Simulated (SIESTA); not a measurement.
The system is Sb.

```
Sb
1.0
    -1.87134    1.87134    1.87134
     1.87134   -1.87134    1.87134
     1.87134    1.87134   -1.87134
Sb
1
Direct
  0.00000 0.00000 0.00000
```

This isn't the form of Sb at room conditions, which is rhombohedral.

* Program: SIESTA 5.4.2
* Task: relaxation of cell and atoms
* Functional: PBE
* Potentials or basis: PseudoDojo 0.4 standard (PBE files)
* Basis: TZP (energy shift 0.003 Ry; two zetas on semicore shells)
* Grid cutoff: 500 Ry
* Energy shift: 0.003 Ry
* k mesh: 10 × 10 × 10
* Occupations: fermi-dirac, width 0.05 eV
* Spin: no spin polarisation

At the start: pressure 4.2 GPa; volume 26.21 Å³/atom.

Task: Where does the relaxation end?

Result: Over 4 steps the energy falls by 17.2 meV/atom and the volume is 27.77 Å³/atom (+5.9 %); space group Im-3m (No. 229, to 0.05 Å).

The path:
| step | energy change (eV) | largest force (eV/Å) | pressure (GPa) | volume (Å³) |
| --- | --- | --- | --- | --- |
| 1 | 0.0000 | 0.0000 | 4.19 | 26.21 |
| 2 | -0.0144 | 0.0000 | 1.50 | 27.13 |
| 3 | -0.0115 | 0.0000 | -1.91 | 28.65 |
| 4 | -0.0172 | 0.0000 | -0.06 | 27.77 |

Final structure:
```
Sb
1.0
    -1.90799    1.90771    1.90771
     1.90771   -1.90799    1.90771
     1.90771    1.90771   -1.90799
Sb
1
Cartesian
  0.0000 0.0000 0.0000
```

Caveat: the basis of atomic orbitals isn't converged, which shifts pressures, moduli and gaps.
